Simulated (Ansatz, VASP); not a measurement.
PbSe in VASP and in Ansatz

```
Pb Se
1.0
     0.00000    3.20901    3.20901
     3.20901    0.00000    3.20901
     3.20901    3.20901    0.00000
Pb Se
1 1
Direct
  0.00000 0.00000 0.00000
  0.50000 0.50000 0.50000
```

Alike in both runs: task single point; functional PBE; k mesh 10 × 10 × 10; occupations gaussian, width 0.05 eV; no spin polarisation.

|  | VASP | Ansatz |
| --- | --- | --- |
| version | VASP 6.6.1 | Ansatz 0.2.0 |
| potentials or method | VASP PAW PBE potentials, release 64 (Pb_d, Se) | scalar-relativistic, plane waves, PAW |
| plane-wave cutoff (eV) | 520 | 420 |
| valence electrons in the cell | 20 | 30 |

```csv
,VASP,Ansatz,Ansatz less VASP
gap on the k mesh at the Fermi level (eV),0.67,0.67,-0.004
least direct gap on the mesh (eV),0.67,0.67,-0.004
pressure (GPa),-3.6,-3.6,+0.02
```

The functional is the same, so the differences come from potentials, cutoffs and numerics. The two sets of potentials don't hold the same shells in valence.

Caveats: spin-orbit coupling is left out, which as a rule narrows the gap of such compounds by several tenths of an eV. A k mesh can miss the band edges.
